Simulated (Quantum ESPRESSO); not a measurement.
LiCl:

```
Cl Li
1.0
     0.00000    2.56477    2.56477
     2.56477    0.00000    2.56477
     2.56477    2.56477    0.00000
Cl Li
1 1
Direct
  0.50000 0.50000 0.50000
  0.00000 0.00000 0.00000
```

Program: Quantum ESPRESSO 7.5. Alike in all runs: task dielectric tensor; no spin polarisation; cell as given; k mesh 6 × 6 × 6, shifted; cutoff (eV) 1007; smearing fermi-dirac 0.05 eV.

Question: Order these runs on this cell by their pressure, lowest first.
A. level PBEsol; potentials or basis PseudoDojo 0.4.1 SR PBEsol standard
B. level LDA; potentials or basis PseudoDojo 0.4.1 SR LDA standard; form of the LDA correlation PW92
C. level BLYP; potentials or basis PseudoDojo 0.4.1 SR PBE standard

Answer: B (-3.3 GPa), A (-1.3 GPa), C (2.0 GPa).

Caveats: the cell is more than 3 GPa from zero pressure, which shifts response properties (some runs); the potentials were made for another functional, which shifts forces and pressure (some runs).

Runs at the PBE level aren't shown here.
